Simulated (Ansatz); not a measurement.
Wanted: the native input for an Ansatz 0.2.0 run.

- Task: density of states
- Functional: LDA
- Potentials or basis: Ansatz PAW
- Cutoff: 420 eV (not typed: the program's choice for these potentials)
- k mesh: 7 × 7 × 2
- Occupations: fermi-dirac, width 0.05 eV
- Spin: no spin polarisation

Crystal: Te2Mo.

```
CELL_PARAMETERS angstrom
3.51820 0.00000 0.00000
-1.75910 3.04685 0.00000
0.00000 0.00000 13.97360
ATOMIC_POSITIONS crystal
Te 0.66667 0.33333 0.37900
Te 0.33333 0.66667 0.87900
Te 0.66667 0.33333 0.12100
Te 0.33333 0.66667 0.62100
Mo 0.66667 0.33333 0.75000
Mo 0.33333 0.66667 0.25000
```

These files were run (other wordings do the same):

input.yaml

```yaml
crystal:
  lattice:
    - [3.5182, 0.0, 0.0]
    - [-1.7591, 3.0468505756, 0.0]
    - [0.0, 0.0, 13.9736]
  atoms:
    - { symbol: Te, position: [0.6666666667, 0.3333333333, 0.379] }
    - { symbol: Te, position: [0.3333333333, 0.6666666667, 0.879] }
    - { symbol: Te, position: [0.6666666667, 0.3333333333, 0.121] }
    - { symbol: Te, position: [0.3333333333, 0.6666666667, 0.621] }
    - { symbol: Mo, position: [0.6666666667, 0.3333333333, 0.75] }
    - { symbol: Mo, position: [0.3333333333, 0.6666666667, 0.25] }
hamiltonian:
  xc: lda
  pseudopotentials: { kind: paw }
kpoints:
  mp_grid: { grid: [7, 7, 2] }
scf:
  occupations: { method: fermi_dirac, width: 0.05 }
  n_extra_bands: 15
output:
  forces: true
  stress: true
  eigenvalues: true
  dos: { projected: false, de: 0.05, nscf_kmesh: { grid: [11, 11, 3] } }
  write_density: true
  write_potential: true
  elf: true
  volumetric_format: npy
```

Potentials or basis: Ansatz PAW.

The run is started by

```sh
$ ansatz run input.yaml --threads 2 --pin off --max-ram 5632MiB --backend cpu --events-out ev --progress --plain --runs-dir out
```

Results of the run:

| Item | Value |
| --- | --- |
| Pressure | -3.0 GPa |
| Largest force | 0.293 eV/Å |
| Band gap on the k mesh | 0.82 eV, indirect (least direct gap 1.24 eV) |

Caveat: odd divisions of the mesh miss points on the zone boundary, where band edges often lie, so the gap on the mesh can be too wide; spin-orbit coupling is left out, which moves the levels of the heavy elements; the PAW data sets come from PBE, with cores solved anew for the run's functional, which leaves a small shift of forces and pressure; the density of states is complete only up to the lowest level of the last band computed.

Run time: 8.2 s on 2 threads of Arm Neoverse V2 (shared host), peak memory 0.49 GiB.
